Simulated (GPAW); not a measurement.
The system is PtS2.

```
Pt S
1.0
     3.54320    0.00000    0.00000
    -1.77160    3.06850    0.00000
     0.00000    0.00000    5.03880
Pt S
1 2
Direct
  0.00000 0.00000 0.00000
  0.66667 0.33333 0.77300
  0.33333 0.66667 0.22700
```

```yaml
Program: GPAW 26.7.0
Task: single point
Functional: PBEsol
Potentials_or_basis: PAW data sets generated in the run's folder for this functional
Cutoff: 600 eV
Basis: pw
k_mesh: 9 × 9 × 5
Occupations: fermi-dirac, width 0.05 eV
Spin: no spin polarisation
```

On this cell: pressure 6.4 GPa; largest force 0.969 eV/Å; band gap on the k mesh 0.93 eV, indirect (least direct gap 0.97 eV).

The same run follows on a disturbed copy (atoms moved at random, drawn with an rms of 0.05 Å):

```
Pt S
1.0
     3.54320    0.00000    0.00000
    -1.77160    3.06850    0.00000
     0.00000    0.00000    5.03880
Pt S
1 2
Direct
  0.99943 0.99349 0.01005
  0.66718 0.33107 0.77169
  0.33506 0.67148 0.23435
```

What does the disturbed cell give?

The energy moves by -5.1 meV/atom; pressure 4.6 GPa; largest force 1.117 eV/Å; band gap on the k mesh 0.80 eV, indirect (least direct gap 0.93 eV).

Forces on the atoms (eV/Å):
```
Pt  -0.161  0.458 -0.724
S    0.020 -0.085 -0.320
S    0.141 -0.372  1.044
```

Stress tensor (GPa, compression positive):
```
 5.44 -0.23  0.38
-0.23  4.35 -0.87
 0.38 -0.87  4.01
```

Caveats: spin-orbit coupling is left out, which moves the levels of the heavy elements; an odd mesh through Γ misses points on the zone boundary, where band edges often lie.
